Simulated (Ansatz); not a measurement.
Runs of Ansatz 0.2.0 on HfO2. The structure is tetragonal, space group P4_2/mnm (No. 136). Conventional cell: a = 4.814 Å, b = 4.814 Å, c = 3.205 Å, α = 90.00°, β = 90.00°, γ = 90.00°. Around Hf (site symmetry mmm) lie 6 O at 2.08 Å. Around O (site symmetry m2m) lie 3 Hf at 2.08 Å. Measurements of this composition are mostly on another form, of space group No. 14.

| task | level | U | cell | k mesh | smearing | hubbard projectors | double counting | points for each segment of the path | gap on the mesh (eV) | pressure (GPa) | relaxed volume (Å³/atom) | largest force (eV/Å) |
| --- | --- | --- | --- | --- | --- | --- | --- | --- | --- | --- | --- | --- |
| relaxation of cell and atoms | PBE | - | relaxed | 6 × 6 × 8 | fermi-dirac 0.05 eV | - | - | - | 3.90 | 0.0 | (a) | - |
| single point | PBE | - | as given | 6 × 6 × 8 | gaussian 0.011 eV | - | - | - | 4.04 | 8.5 | - | 0.08 |
| relaxation of cell and atoms | PBEsol+D4 | - | relaxed | 6 × 6 × 8 | fermi-dirac 0.05 eV | - | - | - | 3.92 | 0.0 | 12.40 | - |
| relaxation of cell and atoms | PBEsol+D3(BJ) | - | relaxed | 6 × 6 × 8 | fermi-dirac 0.05 eV | - | - | - | 3.93 | 0.0 | (c) | 0.01 |
| density of states | PBE+U | Hf d U = 6 eV | as given | 5 × 5 × 6 | fermi-dirac 0.05 eV | ortho-atomic (the default) | fll (the default) | - | 4.89 | 16.5 | - | 0.06 |
| band structure | PBE | - | as given | 6 × 6 × 8 | fermi-dirac 0.05 eV | - | - | 14 | 4.04 | 8.5 | - | 0.08 |
| density of states | PBE+U | Hf d U = 8 eV | as given | 5 × 5 × 6 | fermi-dirac 0.05 eV | ortho-atomic (the default) | fll (the default) | - | (b) | 19.7 | - | 0.07 |

Alike in all rows: potentials or basis Ansatz PAW; no spin polarisation; cutoff (eV) 420.

Estimate the missing entries.

(a) 12.85; (b) 4.97; (c) 12.34.

Caveats: spin-orbit coupling is left out, which moves the levels of the heavy elements; the plane-wave basis is chosen anew once the cell has moved, so the energies of steps on either side of that aren't comparable (some runs); the PAW data sets come from PBE, with cores solved anew for the run's functional, which leaves a small shift of forces and pressure (some runs); odd divisions of the mesh miss points on the zone boundary, where band edges often lie, so the gap on the mesh can be too wide (some runs).

A k mesh can miss the band edges, and the runs leave out spin-orbit coupling on Hf.
